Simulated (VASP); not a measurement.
# KCl (Sylvite) (Fm-3m) in VASP: notebook, part 2 of 2

VASP 6.6.1. Earlier steps stand in the parts before.

### Step 4. Single point, PBE

This run uses another cell than the first one, of 31.10 Å³/atom, 0.971 times its volume.

INCAR

```
SYSTEM = KCl
PREC = Accurate
ENCUT = 520
EDIFF = 1E-7
ISMEAR = 0
SIGMA = 0.01
LREAL = .False.
LASPH = .True.
NELM = 100
ALGO = Normal
ISIF = 2
LWAVE = .False.
LCHARG = .False.
GGA = PE
NBANDS = 15
```

KPOINTS

```
Automatic mesh
0
Gamma
  8 8 8
  0 0 0
```

POSCAR

```
KCl
1.0
    0.0000000000      3.1448471251      3.1448471251
    3.1448471251      0.0000000000      3.1448471251
    3.1448471251      3.1448471251      0.0000000000
K Cl
1 1
Direct
    0.0000000000      0.0000000000      0.0000000000
    0.5000000000      0.5000000000      0.5000000000
```

Potentials or basis: VASP PAW PBE potentials, release 64 (K_sv, Cl).

Started as:

```console
> cat potpaw_PBE.64/K_sv/POTCAR potpaw_PBE.64/Cl/POTCAR > POTCAR
> mpirun -np 1 vasp_std > vasp.out
```

OUTCAR:

```text
SYSTEM = KCl
   PREC = Accurate
   ENCUT = 520
   EDIFF = 1E-7
   ISMEAR = 0
   LREAL = .False.
   LASPH = .True.
   NELM = 100
   ISIF = 2
   GGA = PE

 ion  position               nearest neighbor table
   1  0.000  0.000  0.000-   2 3.14   2 3.14   2 3.14   2 3.14   2 3.14   2 3.14
   2  0.500  0.500  0.500-   1 3.14   1 3.14   1 3.14   1 3.14   1 3.14   1 3.14

  LATTYP: Found a face centered cubic cell.
 ALAT       =     6.2896942502

  Lattice vectors:

 A1 = (   0.0000000000,   3.1448471251,   3.1448471251)
 A2 = (   3.1448471251,   0.0000000000,   3.1448471251)
 A3 = (   3.1448471251,   3.1448471251,   0.0000000000)

Analysis of symmetry for initial positions (statically):
=====================================================================
 Subroutine PRICEL returns:
 Original cell was already a primitive cell.

 Routine SETGRP: Setting up the symmetry group for a
 face centered cubic supercell.

 Subroutine GETGRP returns: Found 48 space group operations
 (whereof 48 operations were pure point group operations)
 out of a pool of 48 trial point group operations.

The static configuration has the point symmetry O_h .

Analysis of symmetry for dynamics (positions and initial velocities):
=====================================================================
 Subroutine PRICEL returns:
 Original cell was already a primitive cell.

 Routine SETGRP: Setting up the symmetry group for a
 face centered cubic supercell.

 Subroutine GETGRP returns: Found 48 space group operations
 (whereof 48 operations were pure point group operations)
 out of a pool of 48 trial point group operations.

The dynamic configuration has the point symmetry O_h .

 Subroutine INISYM returns: Found 48 space group operations
 (whereof 48 operations are pure point group operations),
 and found     1 'primitive' translations

----------------------------------------------------------------------------------------

                                     Primitive cell

  volume of cell :      62.2055

  direct lattice vectors                    reciprocal lattice vectors
     0.000000000  3.144847125  3.144847125    -0.158990240  0.158990240  0.158990240
     3.144847125  0.000000000  3.144847125     0.158990240 -0.158990240  0.158990240
     3.144847125  3.144847125  0.000000000     0.158990240  0.158990240 -0.158990240

  length of vectors
     4.447485456  4.447485456  4.447485456     0.275379174  0.275379174  0.275379174

  position of ions in fractional coordinates (direct lattice)
     0.000000000  0.000000000  0.000000000
     0.500000000  0.500000000  0.500000000

  ion indices of the primitive-cell ions
   primitive index   ion index
                 1           1
                 2           2

----------------------------------------------------------------------------------------

 KPOINTS: Automatic mesh

Automatic generation of k-mesh.
 Grid dimensions read from file:
 generate k-points for:    8    8    8

 Generating k-lattice:

  Cartesian coordinates                     Fractional coordinates (reciprocal lattice)
    -0.019873780  0.019873780  0.019873780     0.125000000  0.000000000  0.000000000
     0.019873780 -0.019873780  0.019873780     0.000000000  0.125000000  0.000000000
     0.019873780  0.019873780 -0.019873780     0.000000000  0.000000000  0.125000000

  Length of vectors
     0.034422397  0.034422397  0.034422397

  Shift w.r.t. Gamma in fractional coordinates (k-lattice)
     0.000000000  0.000000000  0.000000000

 Subroutine IBZKPT returns following result:
 ===========================================

 Found     29 irreducible k-points:

 Following reciprocal coordinates:
            Coordinates               Weight
  0.000000  0.000000  0.000000      1.000000
  0.125000  0.000000  0.000000      8.000000
  0.250000  0.000000  0.000000      8.000000
  0.375000  0.000000  0.000000      8.000000
  0.500000  0.000000  0.000000      4.000000
  0.125000  0.125000  0.000000      6.000000
[... 16 lines left out ...]
  0.500000  0.250000  0.125000     48.000000
 -0.375000  0.250000  0.125000     24.000000
 [... further k-points ...]
   k-points           NKPTS =     29   k-points in BZ     NKDIM =     29   number of bands    NBANDS=     15
   number of dos      NEDOS =    301   number of ions     NIONS =      2
   total plane-waves  NPLWV =  46656
   dimension x,y,z NGX =    36 NGY =   36 NGZ =   36
   dimension x,y,z NGXF=    72 NGYF=   72 NGZF=   72
   ions per type =               1   1
   NGX,Y,Z   is equivalent  to a cutoff of  13.46, 13.46, 13.46 a.u.
   NGXF,Y,Z  is equivalent  to a cutoff of  26.91, 26.91, 26.91 a.u.
 SYSTEM =  KCl
   PREC   = accura    normal or accurate (medium, high low for compatibility)
   ISTART =      0    job   : 0-new  1-cont  2-samecut
   ICHARG =      2    charge: 1-file 2-atom 10-const
   ISPIN  =      1    spin polarized calculation?
   LNONCOLLINEAR =      F non collinear calculations
   LSORBIT =      F    spin-orbit coupling
   LASPH  =      T    aspherical Exc in radial PAW
   ENCUT  =  520.0 eV  38.22 Ry    6.18 a.u.   8.27  8.27  8.27*2*pi/ulx,y,z
   NELM   =    100;   NELMIN=  2; NELMDL= -5     # of ELM steps
   EDIFF  = 0.1E-06   stopping-criterion for ELM
   LREAL  =      F    real-space projection
   EDIFFG = 0.1E-05   stopping-criterion for IOM
   NSW    =      0    number of steps for IOM
   IBRION =     -1    ionic relax: 0-MD 1-quasi-New 2-CG
   NFREE  =      0    steps in history (QN), initial steepest desc. (CG)
   ISIF   =      2    stress and relaxation
   ISYM   =      2    0-nonsym 1-usesym 2-fastsym
   POTIM  = 0.5000    time-step for ionic-motion
   TEBEG  =    0.0;   TEEND  =   0.0 temperature during run
   PSTRESS=    0.0 pullay stress
   NELECT =      16.0000    total number of electrons
   NUPDOWN=      -1.0000    fix difference up-down
   EMIN   =  10.00;   EMAX   =-10.00  energy-range for DOS
   EFERMI =   0.00;   METHOD = LEGACY
   ISMEAR =     0;   SIGMA  =   0.01  broadening in eV -4-tet -1-fermi 0-gaus
   EFERMI_NEDOS =   21; number of points for ismear=-14 and -15
   IALGO  =     38    algorithm
   IMIX   =      4    mixing-type and parameters
     AMIX     =   0.40;   BMIX     =  1.00
     AMIX_MAG =   1.60;   BMIX_MAG =  1.00
  volume/ion in A,a.u.               =      31.10       209.89
  Fermi-wavevector in a.u.,A,eV,Ry     =   1.041131  1.967452 14.748080  1.083953
  Thomas-Fermi vector in A             =   2.175738
   LORBIT       =      0    0 simple, 1 ext, 2 COOP (PROOUT), +10 PAW based schemes
   GGA     = PE    functional components
   LHFCALC =     F    Hartree Fock is set to
   AEXX    =    0.0000 exact exchange contribution
   IVDW    =     0    specifies the selected vdW correction
   LEPSILON=     F    determine dielectric tensor
   LRPA    =     F    only Hartree local field effects (RPA)
 non-spin polarized calculation
 Gauss-broadening in eV      SIGMA  =   0.01
  energy-cutoff  :      520.00
  volume of cell :       62.21
 maximum number of plane-waves:      1700
 NGX is ok and might be reduce to    36
   NGX = 17   NGY = 17   NGZ = 17

 number of electron      16.0000001 magnetization

 Free energy of the ion-electron system (eV)
  ---------------------------------------------------
  ext. energy  EPLUGINS =         0.00000000
  ---------------------------------------------------
  free energy    TOTEN  =        -6.80337201 eV

  energy without entropy =       -6.80337201  energy(sigma->0) =       -6.80337201

 E-fermi :  -1.7761     XC(G=0):  -7.5454

 val. band max:       -1.8358751364   @ k =   0.0000   0.0000   0.0000
 cond. band min:       3.3564391363   @ k =   0.0000   0.0000   0.0000
 fundamental gap:      5.1923142727
 Fermi energy:        -1.7760503712

 k-point     1 :       0.0000    0.0000    0.0000
  band No.  band energies     occupation
      1     -29.0301      2.00000
      2     -13.9553      2.00000
      3     -12.4909      2.00000
      4     -12.4909      2.00000
      5     -12.4909      2.00000
      6      -1.8359      2.00000
      7      -1.8359      2.00000
      8      -1.8359      2.00000
      9       3.3564      0.00000
     10       6.5457      0.00000
     11       6.5457      0.00000
     12       6.5457      0.00000
     13       7.4231      0.00000
     14       7.4231      0.00000
[... 401 lines left out ...]
      2     -14.0535      2.00000
      3     -12.5456      2.00000
      4     -12.5237      2.00000
      5     -12.3398      2.00000
      6      -2.6783      2.00000
      7      -2.2385      2.00000
      8      -2.1680      2.00000
      9       6.0213      0.00000
     10       6.5126      0.00000
     11       8.2475      0.00000
     12       8.3300      0.00000
     13       9.1060      0.00000
     14       9.9772      0.00000
     15       9.9979      0.00000

 [... further k-points ...]
[... 5 lines left out ...]
  --------------------------------------------------------------------------------------
  -------------------------------------------------------------------------------------
  Total        0.3143420      0.3143420      0.3143420      0.0000000      0.0000000      0.0000000
  in kB        8.0962598      8.0962598      8.0962598      0.0000000      0.0000000      0.0000000
  external PRESSURE =       8.0962598 kB  Pullay stress =       0.0000000 kB

 VOLUME and BASIS-vectors are now :
 -----------------------------------------------------------------------------
  energy-cutoff  :      520.00
  volume of cell :       62.21
      direct lattice vectors                 reciprocal lattice vectors
     0.000000000  3.144847125  3.144847125    -0.158990240  0.158990240  0.158990240
     3.144847125  0.000000000  3.144847125     0.158990240 -0.158990240  0.158990240
     3.144847125  3.144847125  0.000000000     0.158990240  0.158990240 -0.158990240

 POSITION                                       TOTAL-FORCE (eV/Angst)
 -----------------------------------------------------------------------------------
      0.00000      0.00000      0.00000        -0.000000     -0.000000     -0.000000
      3.14485      3.14485      3.14485         0.000000      0.000000      0.000000
 -----------------------------------------------------------------------------------
    total drift:                                0.000000      0.000000      0.000000

  FREE ENERGIE OF THE ION-ELECTRON SYSTEM (eV)
  ---------------------------------------------------
  free  energy   TOTEN  =        -6.8033720075 eV

  energy  without entropy=       -6.8033720075  energy(sigma->0) =       -6.80337201
```

stdout:

```text
POSCAR found type information on POSCAR K Cl
 POSCAR found :  2 types and       2 ions
 scaLAPACK will be used
 LDA part: xc-table for (Slater+PW92), standard interpolation
 POSCAR, INCAR and KPOINTS ok, starting setup
 FFT: planning ... GRIDC
 FFT: planning ... GRID_SOFT
 FFT: planning ... GRID
 WAVECAR not read
 entering main loop
```

Run time: 33 s. Hardware: 1 thread of Intel Xeon 6975P-C, shared host; peak memory 0.21 GiB.

Results:

```
Free energy            : -6.8034 eV
Pressure               : 0.8 GPa
Band gap on the k mesh : 5.19 eV, direct
```

### Step 5. Single point, r2SCAN

This run uses another cell than the first one, of 31.10 Å³/atom, 0.971 times its volume.

POSCAR is that of step 4.

INCAR.step1

```
ALGO     = Normal         # electronic algorithm
EDIFF    = 1E-4           # SCF threshold, eV
ENCUT    = 520            # plane-wave cutoff, eV
GGA      = PE             # functional
ISMEAR   = 0              # smearing method
LASPH    = T              # aspherical terms in the spheres
LCHARG   = F              # write CHGCAR
LREAL    = F              # projectors in reciprocal space
LWAVE    = T              # write WAVECAR
NBANDS   = 15             # bands
NELM     = 80             # most SCF steps
PREC     = Accurate       # precision mode
SIGMA    = 0.01           # smearing width, eV
```

INCAR.step2

```
ALGO     = Normal         # electronic algorithm
EDIFF    = 1E-7           # SCF threshold, eV
ENCUT    = 520            # plane-wave cutoff, eV
ISIF     = 2              # what is computed and relaxed
ISMEAR   = 0              # smearing method
ISTART   = 1            
LASPH    = T              # aspherical terms in the spheres
LCHARG   = F              # write CHGCAR
LMIXTAU  = T            
LREAL    = F              # projectors in reciprocal space
LWAVE    = F              # write WAVECAR
METAGGA  = R2SCAN         # meta-GGA
NBANDS   = 15             # bands
NELM     = 80             # most SCF steps
PREC     = Accurate       # precision mode
SIGMA    = 0.01           # smearing width, eV
```

KPOINTS

```
k-points
0
Gamma
  8 8 8
```

Started as:

```console
> cat potpaw_PBE.64/K_sv/POTCAR potpaw_PBE.64/Cl/POTCAR > POTCAR
> cp INCAR.step1 INCAR
> mpirun -np 1 vasp_std > vasp.out
> cp INCAR.step2 INCAR
> mpirun -np 1 vasp_std > vasp.out
```

Run time: 2.4 min. Hardware: 1 thread of Intel Xeon 6975P-C, shared host; peak memory 0.23 GiB.

It converged, with:

* Free energy: -16.5065 eV
* Pressure: 0.0 GPa
* Band gap on the k mesh: 5.84 eV, direct

Levels at points of the mesh, in eV from the valence-band top:
| k point | band 5 | band 6 | band 7 | band 8 | band 9 | band 10 | band 11 | band 12 |
| --- | --- | --- | --- | --- | --- | --- | --- | --- |
| (0.00, 0.00, 0.00) | -10.96 | 0.00 | 0.00 | 0.00 | 5.84 | 9.03 | 9.03 | 9.03 |
| (0.50, 0.00, 0.00) | -10.73 | -1.05 | -0.32 | -0.32 | 8.14 | 9.25 | 11.33 | 11.33 |
| (0.50, 0.50, 0.00) | -11.01 | -0.67 | -0.23 | -0.23 | 7.03 | 9.22 | 10.70 | 11.11 |

Caveat: the PAW data sets were made with another functional, which shifts forces and pressure a little.

### Step 6. The runs side by side

| level | cell | k mesh | gap on the mesh (eV) | pressure (GPa) |
| --- | --- | --- | --- | --- |
| r2SCAN | a = 4.492 Å, angles 60.0°, 2 atoms | 6 × 6 × 6 | 5.73 | -0.5 |
| r2SCAN | a = 4.535 Å, angles 60.0°, 2 atoms | 6 × 6 × 6 | 5.64 | -1.0 |
| PBE | a = 4.447 Å, angles 60.0°, 2 atoms | 8 × 8 × 8 | 5.19 | 0.8 |
| r2SCAN | a = 4.447 Å, angles 60.0°, 2 atoms | 8 × 8 × 8 | 5.84 | 0.0 |

Alike in all rows: task single point; potentials or basis VASP PAW PBE potentials, release 64 (K_sv, Cl); no spin polarisation; cutoff (eV) 520; smearing gaussian 0.01 eV.

Caveats: the PAW data sets were made with another functional, which shifts forces and pressure a little (some runs).

Absolute energies hang on the potentials; compare differences alone.

### Step 7. How close it comes

Step 4. A measured gap of KCl is 8.68 eV (a printed reference work, monograph); the calculated 5.19 eV misses it by -3.49 eV. The value is that of PBE on a finite k mesh, which can miss the band edges, without temperature or zero-point motion. Semilocal functionals fall short of measured gaps as a rule.

Step 5. Measured gap of KCl: 8.68 eV (a printed reference work, monograph). This calculation gives 5.84 eV (-2.84 eV). The value is that of r2SCAN on a finite k mesh, which can miss the band edges, without temperature or zero-point motion.
